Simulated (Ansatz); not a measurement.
# Polar AlN (0001) films against thickness, part 3 of 5

What happens to a polar AlN (0001) film as it grows?

Ansatz 0.2.0; plane-wave DFT, LDA, Ansatz PAW.

So far, dipole along the normal (e·Å): step 2 (relaxation, 2 atoms, units 1) -1.5e-4.

### Step 5. The relaxed film, single point, 4 atoms, units 2

The next thickness, treated alike, to follow how potential and charge build up across the film.

Input file input.yaml:

```yaml
crystal:
  lattice:
    - [3.1100000024, 0.0, 0.0]
    - [-1.5550000012, 2.6933390079, 0.0]
    - [0.0, 0.0, 21.07764]
  atoms:
    - { symbol: "N", position: [0.6666666667, 0.3333333333, 0.4470892955] }
    - { symbol: Al, position: [0.3333333333, 0.6666666667, 0.452115092] }
    - { symbol: "N", position: [0.3333333333, 0.6666666667, 0.5529160785] }
    - { symbol: Al, position: [0.6666666667, 0.3333333333, 0.547879534] }
kpoints:
  mp_grid: { grid: [12, 12, 1] }
hamiltonian:
  xc: lda
scf:
  occupations: { method: fermi_dirac, width: 0.03 }
  convergence: { dr2_threshold: 1.0e-09 }
efield:
  axis: 3
  dipole_correction: true
  ramp_position: 0.97
  ramp_width: 0.06
output:
  eigenvalues: true
  dos: { projected: true, e_range: [-7, 7] }
  write_potential: true
  write_density: true
  volumetric_format: npy
  elf: true
```

Launch:

```bash
ansatz run input.yaml --threads 4 --pin off --max-ram 6144MiB --backend cpu --events-out ev --progress --plain --runs-dir out
```

Numbers of over 12 decimals in the logs are rounded to 6 here.

The log of the run:

```text
[...]
Crystal: 4 atoms, lattice volume = 176.552 Å³
Basis set: ecut = 420 eV, 3443 PW (Γ)
Bands: 12, of which v1, the nominal top of the filled ones, is band 8 counted from 1 (7 counted from 0)
Symmetry: 6 space group operations
[...]
k-points: 19 of 144 (time reversal used)
[...]
SCF iter   1: F=—  HF=-1778.238148 eV  |F-HF|=—  |Δ(HF+E_count)|=         —  Δρ=4.66e-3  dr2=7.01e-2  ethr=1.77e-3  p=-0.000 e·Å  D=-1.18e-4 V/Å  ΔV_dip=0.00 eV  dr2_dipole=2.13e-9  V_vac-E_F(+/−)=3.21/3.21 eV  ⟨swp⟩=10.1  Hψ=2019  notcnv=0
[...]
SCF iter   9: F=-1778.217491 eV  HF=-1778.217491 eV  |F-HF|=2.84e-11  |Δ(HF+E_count)|=   1.27e-9  Δρ=3.54e-7  dr2=1.85e-10  ethr=6.25e-12  p=-0.000 e·Å  D=-1.14e-4 V/Å  ΔV_dip=0.00 eV  dr2_dipole=6.34e-14  V_vac-E_F(+/−)=3.93/3.92 eV  ⟨swp⟩=6.3  Hψ=932  notcnv=0
SCF 1 converged in 9 iterations: F = -1778.217491 eV  dr2 = 1.85e-10
[...]
SCF converged after 9 iterations
Free energy (F): -1778.217491 eV
[...]
Internal energy: -1778.217491 eV  (E = F + TS)
E sigma→0 (E₀):  -1778.217491 eV
Fermi energy:    -0.939746 eV
Dipole field:    D = -0.000113 V/Å  (p = -0.000111 e·Å, saw-weighted, corrected)
Work function:   Φ+ = 3.9272 eV   Φ− = 3.9248 eV
[...]
--- Band table (eV; the first three rows and the last of 19) ---
  k-point 0: bands = [... 4 lower, -4.3043, -3.8754, -3.6462, -3.6462, 0.9639, 2.1925, 2.9482, 3.6777]
  k-point 1: bands = [... 4 lower, -4.4017, -3.9991, -3.6596, -3.5276, 1.2224, 2.2580, 3.1083, 3.7945]
  k-point 2: bands = [... 4 lower, -4.7744, -4.6358, -3.7185, -3.2107, 1.8057, 2.4229, 3.5656, 4.1053]
  k-point 18: bands = [... 4 lower, -7.3037, -5.9710, -3.6445, -3.6433, 3.9759, 4.3967, 4.3994, 5.9599]
```

Wall time 1.8 s (4 threads of Arm Neoverse V1, shared host); peak memory 0.37 GiB.

Numbers from this step:

```yaml
dipole_along_the_normal: -1.11e-4 e·Å
```

The density of states has structure finer than the step of the table below, so its rows give means over 0.25 eV, whole bins alone (the curve runs from -7 to 1.98 eV). Peaks (eV: height): -6.540: 5.20, -4.960: 3.20, -4.580: 3.43, -4.050: 6.18, -3.250: 4.36, -2.400: 5.83, -2.090: 7.03.

Density of states against energy, zero at the Fermi level of the run, which the smearing sets inside the gap; means over each step:

```csv
energy (eV),density of states (states/eV a cell)
-6.75,1.70
-6.50,3.27
-6.25,1.50
-6.00,2.28
-5.75,2.05
-5.50,0.971
-5.25,0.952
-5.00,1.51
-4.75,2.28
-4.50,2.56
-4.25,1.50
-4.00,3.74
-3.75,2.33
-3.50,2.30
-3.25,3.27
-3.00,2.36
-2.75,1.39
-2.50,1.88
-2.25,3.25
-2.00,2.54
-1.75,0
```

Projected DOS per atom over height of the atomic layer and energy from the Fermi level. Layers: AlN AlN from below.

Ten even steps from '_' (0.00 states/eV) to '@' (0.84 states/eV), each cell a mean:
```
____
____
____
____
____
____
____
____
____
----
@@@@
----
%%%%
****
@@@@
++++
****
----
----
****
####
====
```
Columns: height of the atomic layer (Å) from 9.48 to 11.6; rows upwards: energy from the Fermi level (eV) from -6.95 to 1.96.

ELF in the ca plane at fractional y = 0.333, with atoms of N and Al within 0.2 Å of it. It is the smooth field of the valence electrons, not physical close to the nuclei.

Values, 5 rows by 16 columns, each cell a mean:
```
0.00 0.00 0.00 0.00 0.00 0.02 0.27 0.75 0.75 0.30 0.31 0.25 0.03 0.00 0.00 0.00
0.00 0.00 0.00 0.00 0.00 0.04 0.35 0.70 0.52 0.40 0.03 0.10 0.02 0.00 0.00 0.00
0.00 0.00 0.00 0.00 0.00 0.02 0.27 0.74 0.74 0.31 0.31 0.25 0.03 0.00 0.00 0.00
0.00 0.00 0.00 0.00 0.00 0.01 0.09 0.38 0.37 0.33 0.71 0.41 0.06 0.00 0.00 0.00
0.00 0.00 0.00 0.00 0.00 0.01 0.08 0.36 0.36 0.33 0.72 0.41 0.06 0.00 0.00 0.00
```
Columns run along c (16.0 Å, from fractional 0.07 to 0.83 of the cell), rows up along a (3.1 Å). Atoms in or near the plane, at fractional coordinates: N at (0.45, 0.67), Al at (0.55, 0.67).

Electrostatic potential energy in the ca plane at fractional y = 0.333, with atoms of N and Al within 0.2 Å of it. With pseudopotentials it is smooth inside the atoms' cores, unlike the true potential.

Values in eV, 5 rows by 16 columns, each cell a mean:
```
  3   3   3   3   3   3   3  -3 -10  -9 -15  -2   3   3   3   3
  3   3   3   3   3   3   3  -9 -18 -12 -11  -7   2   3   3   3
  3   3   3   3   3   3   3  -4 -11  -9 -15  -3   3   3   3   3
  3   3   3   3   3   3   2  -3  -8  -2  -3   2   3   3   3   3
  3   3   3   3   3   3   2  -2  -8  -2  -3   2   3   3   3   3
```
Columns run along c (16.0 Å, from fractional 0.07 to 0.83 of the cell; values clipped at the 3rd and 97th percentile), rows up along a (3.1 Å). Atoms in or near the plane, at fractional coordinates: N at (0.45, 0.67), Al at (0.55, 0.67).

Valence density in the ca plane at fractional y = 0.333, with atoms of N and Al within 0.2 Å of it. It is the smooth field of the valence electrons, not physical close to the nuclei.

Values in e/Å³, 5 rows by 16 columns, each cell a mean:
```
0.0 0.0 0.0 0.0 0.0 0.0 0.0 0.7 1.2 0.2 0.2 0.1 0.0 0.0 0.0 0.0
0.0 0.0 0.0 0.0 0.0 0.0 0.0 1.4 2.6 0.3 0.1 0.1 0.0 0.0 0.0 0.0
0.0 0.0 0.0 0.0 0.0 0.0 0.0 0.7 1.3 0.3 0.2 0.1 0.0 0.0 0.0 0.0
0.0 0.0 0.0 0.0 0.0 0.0 0.0 0.2 0.3 0.2 0.5 0.1 0.0 0.0 0.0 0.0
0.0 0.0 0.0 0.0 0.0 0.0 0.0 0.2 0.3 0.2 0.5 0.1 0.0 0.0 0.0 0.0
```
Columns run along c (16.0 Å, from fractional 0.07 to 0.83 of the cell), rows up along a (3.1 Å). Atoms in or near the plane, at fractional coordinates: N at (0.45, 0.67), Al at (0.55, 0.67).

The vacuum levels of the two faces differ by 0.00 eV, and the gap is 3.89 eV. Cations and anions have moved into nearly the same planes, so this film is no longer polar.

### Step 6. Before relaxing, 4 atoms, units 2

For comparison, the film as cut from the bulk, to show what relaxation does to the dipole.

input.yaml, the sections that differ from step 5:

```yaml
crystal:
  lattice:
    - [3.11, 0.0, 0.0]
    - [-1.555, 2.69333901, 0.0]
    - [0.0, 0.0, 21.07764]
  atoms:
    - { symbol: "N", position: [0.66666667, 0.33333333, 0.4269927753] }
    - { symbol: Al, position: [0.33333333, 0.66666667, 0.4548725569] }
    - { symbol: "N", position: [0.33333333, 0.66666667, 0.5451274431] }
    - { symbol: Al, position: [0.66666667, 0.33333333, 0.5730072247] }
output:
  write_potential: true
  write_density: true
  volumetric_format: npy
# kpoints, hamiltonian, scf, efield: as in step 5
```

The log of the run:

```text
[...]
Crystal: 4 atoms, lattice volume = 176.552 Å³
Basis set: ecut = 420 eV, 3443 PW (Γ)
Bands: 12, of which v1, the nominal top of the filled ones, is band 8 counted from 1 (7 counted from 0)
Symmetry: 6 space group operations
[...]
k-points: 19 of 144 (time reversal used)
[...]
SCF iter   1: F=—  HF=-1775.913451 eV  |F-HF|=—  |Δ(HF+E_count)|=         —  Δρ=4.59e-3  dr2=1.29e-1  ethr=1.77e-3  p=0.200 e·Å  D=2.05e-1 V/Å  ΔV_dip=-4.32 eV  dr2_dipole=2.47e-2  V_vac-E_F(+/−)=3.77/8.09 eV  ⟨swp⟩=9.4  Hψ=2082  notcnv=0
[...]
SCF iter  11: F=-1775.892016 eV  HF=-1775.892016 eV  |F-HF|=9.07e-11  |Δ(HF+E_count)|=   6.84e-9  Δρ=4.20e-7  dr2=6.82e-10  ethr=6.25e-12  p=0.205 e·Å  D=2.10e-1 V/Å  ΔV_dip=-4.44 eV  dr2_dipole=3.43e-11  V_vac-E_F(+/−)=3.54/7.98 eV  ⟨swp⟩=4.9  Hψ=870  notcnv=0
SCF 1 converged in 11 iterations: F = -1775.892016 eV  dr2 = 6.82e-10
[...]
SCF converged after 11 iterations
Free energy (F): -1775.892016 eV
[...]
Internal energy: -1775.884710 eV  (E = F + TS)
E sigma→0 (E₀):  -1775.888363 eV
Entropy (-TS):   -0.007306 eV (-1.827 meV/atom)
Fermi energy:    -2.421302 eV
Dipole field:    D = 0.210460 V/Å  (p = 0.205344 e·Å, saw-weighted, corrected)
Work function:   Φ+ = 3.5410 eV   Φ− = 7.9769 eV
[...]
--- Band table (eV; the first three rows and the last of 19) ---
  k-point 0: bands = [... 4 lower, -5.5065, -4.4029, -2.5702, -2.3465, -2.3465, 0.5170, 1.7379, 2.7234]
  k-point 1: bands = [... 4 lower, -5.5768, -4.1476, -2.8231, -2.4174, -2.4073, 0.6940, 1.9553, 2.8779]
  k-point 2: bands = [... 4 lower, -5.7607, -3.8159, -3.5299, -2.5680, -2.3719, 1.1455, 2.4824, 3.2021]
  k-point 18: bands = [... 4 lower, -7.4469, -5.3746, -5.0024, -2.5220, -0.5098, 0.5892, 3.2430, 4.0343]
```

Run time: 1.9 s. Hardware: 4 threads; peak memory 0.38 GiB.

This step gave:

* energy at zero smearing: -1775.8884 eV
* work function, upper face: 3.541 eV
* work function, lower face: 7.977 eV
* dipole along the normal: 0.2053 e·Å
* step between the vacuum levels: -4.436 eV

The vacuum levels of the two faces differ by 4.44 eV, and there is no gap.

### Step 7. Relaxation, 6 atoms, units 3

System of this step: AlN (0001), 3 units. The cell holds 6 atoms: 3 N and 3 Al. Its edges and angles: a = 3.110 Å, b = 3.110 Å, c = 23.568 Å, α = 90.0°, β = 90.0°, γ = 120.0°. It derives from AlN (wurtzite AlN). Vacuum lies along c.

The next thickness, treated alike, to follow how potential and charge build up across the film.

input.yaml, the sections that differ from step 6:

```yaml
crystal:
  lattice:
    - [3.11, 0.0, 0.0]
    - [-1.555, 2.69333901, 0.0]
    - [0.0, 0.0, 23.56764]
  atoms:
    - { symbol: "N", position: [0.66666667, 0.33333333, 0.3818795603] }
    - { symbol: Al, position: [0.33333333, 0.66666667, 0.4068137497] }
    - { symbol: "N", position: [0.33333333, 0.66666667, 0.4875329053] }
    - { symbol: Al, position: [0.66666667, 0.33333333, 0.5124670947] }
    - { symbol: "N", position: [0.66666667, 0.33333333, 0.5931862503] }
    - { symbol: Al, position: [0.33333333, 0.66666667, 0.6181204397] }
relax:
  f_tol: 0.01
  max_steps: 100
# kpoints, hamiltonian, scf, efield, output: as in step 6
```

The log of the run:

```text
[...]
Crystal: 6 atoms, lattice volume = 197.409 Å³
Basis set: ecut = 420 eV, 3835 PW (Γ)
Bands: 18, of which v1, the nominal top of the filled ones, is band 12 counted from 1 (11 counted from 0)
Symmetry: 6 space group operations
[...]
k-points: 19 of 144 (time reversal used)
[...]
atoms:
    - { symbol: N, position: [0.666667, 0.333333, 0.407219] }
    - { symbol: Al, position: [0.333333, 0.666667, 0.410912] }
    - { symbol: N, position: [0.333333, 0.666667, 0.499999] }
    - { symbol: Al, position: [0.666667, 0.333333, 0.499992] }
    - { symbol: N, position: [0.666667, 0.333333, 0.592785] }
    - { symbol: Al, position: [0.333333, 0.666667, 0.589094] }
[key lines of the parts left out:]
SCF converged after 9 iterations
Free energy (F): -2667.711946 eV
Fermi energy:    0.261599 eV
Dipole field:    D = -0.000072 V/Å  (p = -0.000078 e·Å, saw-weighted, corrected)
Work function:   Φ+ = 3.7729 eV   Φ− = 3.7712 eV
```

The job ended after 16 s (4 threads; peak memory 0.41 GiB; 62 s of CPU time).

Step by step:

```csv
step,energy less that of the first step (eV),largest force component (eV/Å)
1,0.0000,2.5999
2,-0.4254,2.0274
3,-1.4840,1.8426
4,-2.0105,1.6005
5,-2.2733,0.4258
6,-2.3242,0.3134
7,-2.3271,0.1613
8,-2.3290,0.0026
```

Forces are held to the 6 operations that the run works with; a distortion that breaks them can't arise in this run.

The atoms that moved most (Å):

```csv
atom,dx,dy,dz,length
Al6,0.000,0.000,-0.684,0.684
N1,0.000,0.000,0.597,0.597
Al4,0.000,0.000,-0.294,0.294
N3,0.000,0.000,0.294,0.294
Al2,0.000,0.000,0.097,0.097
N5,0.000,0.000,-0.009,0.009
```

The relaxed structure:

```cif
data_structure
_symmetry_space_group_name_H-M 'P 1'
_symmetry_Int_Tables_number 1
_cell_length_a 3.1100
_cell_length_b 3.1100
_cell_length_c 23.5676
_cell_angle_alpha 90.000
_cell_angle_beta 90.000
_cell_angle_gamma 120.000
_cell_volume 197.41
loop_
_atom_site_label
_atom_site_type_symbol
_atom_site_fract_x
_atom_site_fract_y
_atom_site_fract_z
_atom_site_occupancy
N1 N 0.66667 0.33333 0.40722 1
Al2 Al 0.33333 0.66667 0.41091 1
N3 N 0.33333 0.66667 0.50000 1
Al4 Al 0.66667 0.33333 0.49999 1
N5 N 0.66667 0.33333 0.59278 1
Al6 Al 0.33333 0.66667 0.58909 1
```

The relaxation took 8 steps and lowered the energy by 2.3 eV; the largest force on the free atoms ends at 0.0026 eV/Å.

The gap is 3.94 eV, with the valence edge 5.79 eV and the conduction edge 1.84 eV under the upper vacuum level.

### Step 8. The relaxed film, single point, 6 atoms, units 3

The next thickness, treated alike, to follow how potential and charge build up across the film.

input.yaml, the sections that differ from step 7:

```yaml
crystal:
  lattice:
    - [3.1100000024, 0.0, 0.0]
    - [-1.5550000012, 2.6933390079, 0.0]
    - [0.0, 0.0, 23.56764]
  atoms:
    - { symbol: "N", position: [0.6666666667, 0.3333333333, 0.4072185575] }
    - { symbol: Al, position: [0.3333333333, 0.6666666667, 0.4109117434] }
    - { symbol: "N", position: [0.3333333333, 0.6666666667, 0.4999991567] }
    - { symbol: Al, position: [0.6666666667, 0.3333333333, 0.4999919588] }
    - { symbol: "N", position: [0.6666666667, 0.3333333333, 0.5927849423] }
    - { symbol: Al, position: [0.3333333333, 0.6666666667, 0.5890936413] }
output:
  eigenvalues: true
  dos: { projected: true, e_range: [-7, 7] }
  write_potential: true
  write_density: true
  volumetric_format: npy
# kpoints, hamiltonian, scf, efield: as in step 7
# relax: removed
```

The log of the run:

```text
[...]
Crystal: 6 atoms, lattice volume = 197.409 Å³
Basis set: ecut = 420 eV, 3835 PW (Γ)
Bands: 18, of which v1, the nominal top of the filled ones, is band 12 counted from 1 (11 counted from 0)
Symmetry: 6 space group operations
[...]
k-points: 19 of 144 (time reversal used)
[...]
k-point 1: bands = [... 8 lower, -2.9700, -2.9087, -2.6477, -1.9551, 2.4405, 3.0070, 4.1259, 4.6515, ... 2 higher]
  k-point 2: bands = [... 8 lower, -3.3616, -3.0670, -2.6899, -1.7770, 2.9879, 3.1964, 4.5798, 4.9394, ... 2 higher]
  k-point 18: bands = [... 8 lower, -4.7688, -3.3249, -3.2086, -1.8703, 4.5723, 5.1967, 5.5763, 5.8207, ... 2 higher]
[key lines of the parts left out:]
SCF converged after 10 iterations
Free energy (F): -2667.711946 eV
Fermi energy:    0.261602 eV
Dipole field:    D = -0.000072 V/Å  (p = -0.000079 e·Å, saw-weighted, corrected)
Work function:   Φ+ = 3.7729 eV   Φ− = 3.7712 eV
```

Run time: 2.9 s. Hardware: 4 threads; peak memory 0.41 GiB; 11 s of CPU time.

The density of states has structure finer than the step of the table below, so its rows give means over 0.25 eV, whole bins alone (the curve runs from -7 to 1.98 eV). Peaks (eV: height): -6.610: 4.75, -5.280: 8.21, -4.020: 6.77, -3.600: 5.23, -3.390: 4.89, -3.070: 6.95, -2.050: 4.67.

Table of density of states by energy, zero at the Fermi level of the run, which the smearing sets inside the gap; means over each step:

```csv
energy (eV),density of states (states/eV a cell)
-6.75,1.73
-6.50,2.06
-6.25,1.04
-6.00,1.84
-5.75,2.22
-5.50,2.50
-5.25,5.14
-5.00,3.38
-4.75,2.16
-4.50,2.33
-4.25,2.96
-4.00,4.38
-3.75,2.85
-3.50,3.72
-3.25,3.28
-3.00,4.93
-2.75,2.91
-2.50,2.58
-2.25,2.79
-2.00,1.88
-1.75,0
```

The vacuum levels of the two faces differ by 0.00 eV, and the gap is 3.94 eV. Cations and anions have moved into nearly the same planes, so this film is no longer polar.

### Step 9. Before relaxing, 6 atoms, units 3

input.yaml, the sections that differ from step 8:

```yaml
crystal:
  lattice:
    - [3.11, 0.0, 0.0]
    - [-1.555, 2.69333901, 0.0]
    - [0.0, 0.0, 23.56764]
  atoms:
    - { symbol: "N", position: [0.66666667, 0.33333333, 0.3818795603] }
    - { symbol: Al, position: [0.33333333, 0.66666667, 0.4068137497] }
    - { symbol: "N", position: [0.33333333, 0.66666667, 0.4875329053] }
    - { symbol: Al, position: [0.66666667, 0.33333333, 0.5124670947] }
    - { symbol: "N", position: [0.66666667, 0.33333333, 0.5931862503] }
    - { symbol: Al, position: [0.33333333, 0.66666667, 0.6181204397] }
output:
  write_potential: true
  write_density: true
  volumetric_format: npy
# kpoints, hamiltonian, scf, efield: as in step 8
```

The log of the run:

```text
[...]
Crystal: 6 atoms, lattice volume = 197.409 Å³
Basis set: ecut = 420 eV, 3835 PW (Γ)
Bands: 18, of which v1, the nominal top of the filled ones, is band 12 counted from 1 (11 counted from 0)
Symmetry: 6 space group operations
[...]
k-points: 19 of 144 (time reversal used)
[...]
SCF iter   1: F=—  HF=-2665.411717 eV  |F-HF|=—  |Δ(HF+E_count)|=         —  Δρ=4.98e-3  dr2=1.95e-1  ethr=1.77e-3  p=0.155 e·Å  D=1.43e-1 V/Å  ΔV_dip=-3.36 eV  dr2_dipole=6.66e-2  V_vac-E_F(+/−)=4.31/7.67 eV  ⟨swp⟩=10.1  Hψ=2727  notcnv=0  defer=2
[...]
SCF iter  13: F=-2665.382913 eV  HF=-2665.382913 eV  |F-HF|=9.47e-10  |Δ(HF+E_count)|=   1.43e-8  Δρ=4.85e-7  dr2=7.24e-10  ethr=4.17e-12  p=0.168 e·Å  D=1.54e-1 V/Å  ΔV_dip=-3.63 eV  dr2_dipole=1.27e-10  V_vac-E_F(+/−)=4.36/7.99 eV  ⟨swp⟩=10.3  Hψ=1531  notcnv=0
SCF 1 converged in 13 iterations: F = -2665.382913 eV  dr2 = 7.24e-10
[...]
SCF converged after 13 iterations
Free energy (F): -2665.382913 eV
[...]
Internal energy: -2665.368106 eV  (E = F + TS)
E sigma→0 (E₀):  -2665.375510 eV
Entropy (-TS):   -0.014807 eV (-2.468 meV/atom)
Fermi energy:    -1.528046 eV
Dipole field:    D = 0.153893 V/Å  (p = 0.167890 e·Å, saw-weighted, corrected)
Work function:   Φ+ = 4.3599 eV   Φ− = 7.9867 eV
[...]
--- Band table (eV; the first three rows and the last of 19) ---
  k-point 0: bands = [... 8 lower, -3.3920, -2.7972, -1.8293, -1.3916, -1.3916, 1.6046, 2.7280, 3.2802, ... 2 higher]
  k-point 1: bands = [... 8 lower, -3.4590, -2.5351, -1.9129, -1.6347, -1.4497, 1.8510, 2.8848, 3.5833, ... 2 higher]
  k-point 2: bands = [... 8 lower, -3.6348, -2.6282, -2.1495, -1.6804, -1.6034, 2.4047, 3.1940, 4.1227, ... 2 higher]
  k-point 18: bands = [... 8 lower, -5.5734, -4.3033, -3.6837, -1.3840, 0.2423, 1.2493, 3.5629, 4.1641, ... 2 higher]
```

The job ended after 3.2 s (4 threads; peak memory 0.42 GiB).

This step gave:

* energy at zero smearing: -2665.3755 eV
* work function, upper face: 4.360 eV
* work function, lower face: 7.987 eV
* dipole along the normal: 0.1679 e·Å
* step between the vacuum levels: -3.627 eV

The vacuum levels of the two faces differ by 3.63 eV, and there is no gap.

(Continued in part 4 of 5.)

[Logs are printed without paths, hosts, clocks, repeated set-up lines and the standing remarks that a program may print on its own settings, such as how far it seeks lower states.]

[Hosts, paths, dates, database ids (printed as entryN), source tags and the programs' standing remarks are cut or masked in the printed files.]

[Maps of the electrostatic potential energy from Ansatz leave out the sawtooth potential of an applied field or a dipole correction, so their vacuum need not be flat; planar profiles and work functions include it.]

[The density of states shown here was stored with 400 of the rows of the run's finer table, so its peaks can read low, often by over a quarter, or be missed, and its means over a window can be off by a tenth or more.]
